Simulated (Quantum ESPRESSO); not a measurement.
Na:

```xyz
1
Lattice="-1.8883 1.8883 2.6373 1.8883 -1.8883 2.6373 1.8883 1.8883 -2.6373" Properties=species:S:1:pos:R:3 pbc="T T T"
Na    0.0000    0.0000    0.0000
```

This isn't the form of Na at room conditions, which is bcc.

```yaml
Program: Quantum ESPRESSO 7.5
Task: phonons and electron-phonon coupling
Functional: LDA
Potentials_or_basis: GBRV 1.5 LDA
Cutoff: 612 eV
Density_cutoff: 4898 eV
k_mesh: 8 × 8 × 8
Occupations: methfessel-paxton, width 0.272 eV
Spin: no spin polarisation
Form_of_the_LDA_correlation: PZ81
Mixing_beta: 0.5
Most_SCF_iterations: 120
SCF_threshold: 2e-10 Ry
q_mesh: 4 × 4 × 4
```

The cell and the atoms were relaxed first, to 33.20 Å³/atom (a = 3.601 Å, b = 3.601 Å, c = 3.601 Å, α = 119.63°, β = 119.63°, γ = 90.65°), and the response was taken there.

```
CELL_PARAMETERS angstrom
-1.81069 1.81069 2.53193
1.81069 -1.81069 2.53193
1.81069 1.81069 -2.53193
ATOMIC_POSITIONS crystal
Na 0.00000 0.00000 0.00000
```

Question: Is this structure dynamically stable at this level, and how far does the spectrum reach?

Answer: Yes, as far as this q mesh shows: no mode on the path is imaginary. The highest frequency is 141 cm⁻¹.

Phonon frequencies at the corners of the path (cm⁻¹, interpolated; i marks imaginary ones):
```
point  frequencies
    Γ        0 0 0
    X   97 100 138
    Y   89 120 122
    S   88 110 130
    Z    99 99 139
   S1   88 110 130
    N    54 57 141
    P   91 120 120
   Y1   89 120 122
```

Harmonic thermodynamics per atom at this volume (zero-point energy 16.9 meV, Debye temperature from the second moment 177 K):
```
 T (K)  free energy (meV)  entropy (k_B)  heat capacity Cv (k_B)
    50               15.3           1.08                    1.76
   100                7.2           2.62                    2.58
   200              -24.4           4.53                    2.89
298.15              -68.0           5.70                    2.95
   500             -181.6           7.23                    2.98
   800             -388.1           8.64                    2.99
```

Phonon states per cell in windows of 10 cm⁻¹ (negative: imaginary):
| from (cm⁻¹) | total |
| --- | --- |
| 0 | 0.00 |
| 10 | 0.01 |
| 20 | 0.04 |
| 30 | 0.07 |
| 40 | 0.12 |
| 50 | 0.21 |
| 60 | 0.31 |
| 70 | 0.35 |
| 80 | 0.39 |
| 90 | 0.31 |
| 100 | 0.28 |
| 110 | 0.21 |
| 120 | 0.47 |
| 130 | 0.22 |
| 140 | 0.00 |

Caveat: the mesh is thin for the phonons of a metal; λ from interpolated matrix elements is rough: modes that symmetry makes equal can differ by tens of percent.
